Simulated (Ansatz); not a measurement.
Crystal: MnSi.

```
Mn Si
1.0
     2.98743    0.00000    0.00000
     0.00000    2.98743    0.00000
     0.00000    0.00000    2.98743
Mn Si
1 1
Direct
  0.50000 0.50000 0.50000
  0.00000 0.00000 0.00000
```

The cell was built by a generator and needn't be a form met in nature.

* Program: Ansatz 0.2.0
* Task: relaxation of cell and atoms
* Functional: HF
* Potentials or basis: Ansatz PAW
* Cutoff: 420 eV (not typed: the program's choice for these potentials)
* k mesh: 5 × 5 × 5
* Occupations: fermi-dirac, width 0.05 eV
* Spin: collinear spin, ferromagnetic start
* Starting moments: [4.0, 0.0] μB

At the start: volume 13.33 Å³/atom.

Task: How do energy, volume and symmetry change on relaxing?

Result: It ends after 10 steps and the volume is 20.84 Å³/atom (+56.3 %); space group Pm-3m (No. 221, to 0.05 Å); moment 4.20 μB per cell.

The path:
| step | energy change (eV) | largest force (eV/Å) | volume (Å³) |
| --- | --- | --- | --- |
| 1 | 0.0000 | 0.0000 | 26.66 |
| 2 | -1.1340 | 0.0000 | 30.75 |
| 3 | -1.7023 | 0.0000 | 35.25 |
| 4 | -1.8943 | 0.0000 | 39.62 |
| 5 | -1.9018 | 0.0000 | 41.32 |
| 6 | -1.9025 | 0.0000 | 41.15 |
| 7 | -1.9644 | 0.0000 | 41.15 |
| 8 | -1.9637 | 0.0000 | 41.56 |
| 9 | -1.9633 | 0.0000 | 41.68 |
| 10 | -1.9658 | 0.0000 | 41.68 |

Final structure:
```
Mn Si
1.0
     3.46722    0.00000    0.00000
     0.00000    3.46722    0.00000
     0.00000    0.00000    3.46722
Mn Si
1 1
Cartesian
  1.7336 1.7336 1.7336
  0.0000 0.0000 0.0000
```

Caveat: the k mesh is coarse (spacing up to 0.42 Å⁻¹), so the values aren't converged, least of all with exact exchange; the magnetic or orbital state may not be the lowest; the volume moved by over 15 % at a fixed basis, so the end points are rough; the plane-wave basis is chosen anew once the cell has moved, so the energies of steps on either side of that aren't comparable; the pressure holds a Pulay correction of +0.7 GPa for the finite cutoff; the PAW data sets come from PBE, with cores solved anew for the run's functional, which leaves a small shift of forces and pressure.
